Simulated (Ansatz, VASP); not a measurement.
**InP in VASP and in Ansatz**

Contents of INCAR:

```
PREC = Accurate ; ENCUT = 520
EDIFF = 1E-6 ; ISMEAR = 0
SIGMA = 0.05 ; LREAL = F
LASPH = T ; NELM = 100
ALGO = Normal ; ISIF = 2
LWAVE = F ; LCHARG = F
GGA = PE ; NBANDS = 16
```

The input KPOINTS:

```
Automatic mesh
0
Gamma
  14 14 14
```

The input POSCAR:

```
InP
1.0
    0.0000000000      2.9305000000      2.9305000000
    2.9305000000      0.0000000000      2.9305000000
    2.9305000000      2.9305000000      0.0000000000
In P
1 1
Direct
    0.0000000000      0.0000000000      0.0000000000
    0.2500000000      0.2500000000      0.2500000000
```

Input for Ansatz:

```yaml
crystal:
  lattice:
    - [0.0, 2.9305, 2.9305]
    - [2.9305, 0.0, 2.9305]
    - [2.9305, 2.9305, 0.0]
  atoms:
    - { symbol: In, position: [0.0, 0.0, 0.0] }
    - { symbol: P, position: [0.25, 0.25, 0.25] }
basis:
  ecutwfc: 420
  ecutrho_ratio: 4
kpoints:
  mp_grid: { grid: [14, 14, 14] }
hamiltonian:
  xc: pbe
scf:
  occupations: { method: gaussian, width: 0.05 }
output:
  forces: true
  stress: true
  eigenvalues: true
```

Alike in both runs: task single point; functional PBE; k mesh 14 × 14 × 14; occupations gaussian, width 0.05 eV; no spin polarisation.

|  | VASP | Ansatz |
| --- | --- | --- |
| version | VASP 6.6.1 | Ansatz 0.2.0 |
| potentials or method | VASP PAW PBE potentials, release 64 (In_d, P) | scalar-relativistic, plane waves, PAW |
| plane-wave cutoff (eV) | 520 | 420 |
| valence electrons in the cell | 18 | 18 |

|  | VASP | Ansatz | Ansatz less VASP |
| --- | --- | --- | --- |
| gap on the k mesh at the Fermi level (eV) | 0.71 | 0.72 | +0.003 |
| least direct gap on the mesh (eV) | 0.71 | 0.72 | +0.003 |
| pressure (GPa) | 3.3 | 3.3 | +0.06 |

Caveats: spin-orbit coupling is left out, which moves the levels of the heavy elements. A hybrid or GW would open this gap; PBE tends to underestimate it.
